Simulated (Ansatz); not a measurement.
**Cu2O (Cuprite): band structure with BLYP**

**The experiment to reproduce.**

From “Importance of surface oxygen vacancies for ultrafast hot carrier relaxation and transport in Cu2O”, 2021, arxiv:2103.03167, for a bulk crystal of Cu2O: band gap 2.17 eV (direct).

Crystal: Cu2O (Cuprite).

```
Cu O
1.0
     4.26000    0.00000    0.00000
     0.00000    4.26000    0.00000
     0.00000    0.00000    4.26000
Cu O
4 2
Cartesian
  3.1950 1.0650 3.1950
  3.1950 3.1950 1.0650
  1.0650 3.1950 3.1950
  1.0650 1.0650 1.0650
  2.1300 2.1300 2.1300
  0.0000 0.0000 0.0000
```

```
Program                             : Ansatz 0.2.0
Task                                : band structure
Functional                          : BLYP
Potentials or basis                 : Ansatz PAW
Cutoff                              : 420 eV (not typed: the program's choice for these potentials)
k mesh                              : 6 × 6 × 6
Occupations                         : fermi-dirac, width 0.05 eV
Spin                                : no spin polarisation
Path                                : [["G", "X", "M", "G", "R", "X"], ["M", "R"]]
Points for each segment of the path : 14
```

```json
{
 "Pressure": "8.5 GPa",
 "Band gap on the k mesh": "0.66 eV, direct",
 "Band gap along the path": "0.66 eV, direct"
}
```

Levels at the corners of the path, in eV from the valence-band top:
```tsv
point	band 41	band 42	band 43	band 44	band 45	band 46	band 47	band 48
Γ	-1.56	0.00	0.00	0.00	0.66	1.43	1.43	7.95
X	-1.19	-1.19	-0.39	-0.39	2.38	2.38	4.39	4.39
M	-1.21	-1.21	-0.65	-0.65	2.08	2.08	3.97	3.97
Γ	-1.56	0.00	0.00	0.00	0.66	1.43	1.43	7.95
R	-0.95	-0.57	-0.57	-0.57	2.63	2.63	2.63	4.95
X	-1.19	-1.19	-0.39	-0.39	2.38	2.38	4.39	4.39
M	-1.21	-1.21	-0.65	-0.65	2.08	2.08	3.97	3.97
R	-0.95	-0.57	-0.57	-0.57	2.63	2.63	2.63	4.95
```

Run time: 12 s on 2 threads of Intel(R) Xeon(R) Processor @ 2.50GHz (Skylake/Cascade Lake), on a shared host, peak memory 0.47 GiB.

Measured gap of Cu2O: 2.17 eV (direct; quoted in “Importance of surface oxygen vacancies for ultrafast hot carrier relaxation and transport in Cu2O”, 2021, arxiv:2103.03167). This calculation gives 0.66 eV (-1.51 eV). So large a miss can be the level of theory's own, or it may mean another phase, state or a wrong row. The value is that of BLYP, without temperature or zero-point motion. Semilocal functionals fall short of measured gaps as a rule.

Caveat: the pressure holds a Pulay correction of +0.5 GPa for the finite cutoff; the PAW data sets come from PBE, with cores solved anew for the run's functional, which leaves a small shift of forces and pressure.
